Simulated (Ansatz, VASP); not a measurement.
Two plane-wave programs on SiGe

INCAR

```
SYSTEM = SiGe
PREC     = Accurate       ! precision mode
ENCUT    = 520            ! plane-wave cutoff, eV
EDIFF    = 1E-7           ! SCF threshold, eV
ISMEAR   = 0              ! smearing method
SIGMA    = 0.03           ! smearing width, eV
LREAL    = .False.        ! projectors in reciprocal space
LASPH    = .True.         ! aspherical terms in the spheres
NELM     = 60             ! most SCF steps
ALGO     = Normal         ! electronic algorithm
ISIF     = 2              ! what is computed and relaxed
LWAVE    = .False.        ! write WAVECAR
LCHARG   = .True.         ! write CHGCAR
GGA      = CA             ! functional
LELF     = .True.         ! ELF
LVHAR    = .True.       
NBANDS   = 26             ! bands
```

KPOINTS

```
Automatic mesh
0
Gamma
  12 12 6
  0 0 0
```

POSCAR

```
SiGe
1.0
    3.9371113814      0.0000000000      0.0000000000
   -1.9685556907      3.4096384739      0.0000000000
    0.0000000000      0.0000000000      6.5064941378
Si Ge
2 2
Direct
    0.6666666667      0.3333333333      0.8745031008
    0.3333333333      0.6666666667      0.3745031008
    0.6666666667      0.3333333333      0.5161337307
    0.3333333333      0.6666666667      0.0161337307
```

Input for Ansatz:

```yaml
crystal:
  lattice:
    - [3.9371113814, 0.0, 0.0]
    - [-1.9685556907, 3.4096384739, 0.0]
    - [0.0, 0.0, 6.5064941378]
  atoms:
    - { symbol: Si, position: [0.6666666667, 0.3333333333, 0.8745031008] }
    - { symbol: Si, position: [0.3333333333, 0.6666666667, 0.3745031008] }
    - { symbol: Ge, position: [0.6666666667, 0.3333333333, 0.5161337307] }
    - { symbol: Ge, position: [0.3333333333, 0.6666666667, 0.0161337307] }
basis:
  ecutwfc: 420
kpoints:
  mp_grid: { grid: [12, 12, 6] }
hamiltonian:
  xc: lda
  pseudopotentials: { kind: paw, azcp: { folder: soft_1 } }
scf:
  occupations: { method: gaussian, width: 0.03 }
output:
  forces: true
  stress: true
  eigenvalues: true
```

Alike in both runs: task single point; functional LDA; k mesh 12 × 12 × 6; occupations gaussian, width 0.03 eV; no spin polarisation.

```csv
,VASP,Ansatz
version,VASP 6.6.1,Ansatz 0.2.0
potentials or method,"VASP PAW LDA potentials, release 64 (Si, Ge_d)","scalar-relativistic, plane waves, PAW"
plane-wave cutoff (eV),520,420
valence electrons in the cell,36,36
```

VASP gave:

```
gap on the k mesh at the Fermi level (eV)       : none
pressure (GPa)                                  : -3.6
largest component of the traceless stress (GPa) : 3.46
rms of the force components (eV/Å)              : 0.762
```

Q: Estimate Ansatz's values.

A: gap on the k mesh at the Fermi level (eV): none; pressure (GPa): -3.7; largest component of the traceless stress (GPa): 3.45; rms of the force components (eV/Å): 0.760.

Atom by atom the forces differ by 0.002 eV/Å (rms over components). A gap of «none» marks a metal or a gap that the smearing closes. Ansatz warned: «pseudo_functional_mismatch».

Caveats: forces of over 1 eV/Å show positions far from the minimum, so gaps and moduli don't describe the material at rest.
